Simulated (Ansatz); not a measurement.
## TiB2 in Ansatz: the effect of functional

TiB2:

```
Ti B
1.0
     3.02920    0.00000    0.00000
    -1.51460    2.62336    0.00000
     0.00000    0.00000    3.22840
Ti B
1 2
Direct
  0.00000 0.00000 0.00000
  0.66667 0.33333 0.50000
  0.33333 0.66667 0.50000
```

Alike in all runs:

| Quantity | Value |
| --- | --- |
| Program | Ansatz 0.2.0 |
| Task | projected density of states |
| Potentials or basis | Ansatz PAW |
| k mesh | 6 × 6 × 5 |
| Occupations | fermi-dirac, width 0.05 eV |
| Spin | no spin polarisation |

| functional | cutoff | pressure (GPa) |
| --- | --- | --- |
| LDA | 420 eV (not typed: the program's choice for these potentials) | -11.0 |
| PBEsol | 420 eV (not typed: the program's choice for these potentials) | -4.9 |
| RPBE | 420 eV (not typed: the program's choice for these potentials) | 5.1 |
| revPBE | 420 eV (not typed: the program's choice for these potentials) | 3.9 |
| BLYP | 420 eV (not typed: the program's choice for these potentials) | 6.8 |
| r2SCAN | 500 eV (not typed: the program's choice for these potentials) | -1.0 |
| HSE06 | 420 eV (not typed: the program's choice for these potentials) | -4.5 |
| PBE0 | 420 eV (not typed: the program's choice for these potentials) | -5.0 |
| r2SCAN0 | 500 eV (not typed: the program's choice for these potentials) | ? |

What does the run with functional r2SCAN0 give?

Pressure -5.6 GPa.

Caveats: all runs use coarse meshes; the PAW data sets come from PBE, with cores solved anew for the run's functional, which leaves a small shift of forces and pressure; the density of states is complete only up to the lowest level of the last band computed; the thresholds are loose for stress (some runs).

Runs at the PBE level aren't shown here.
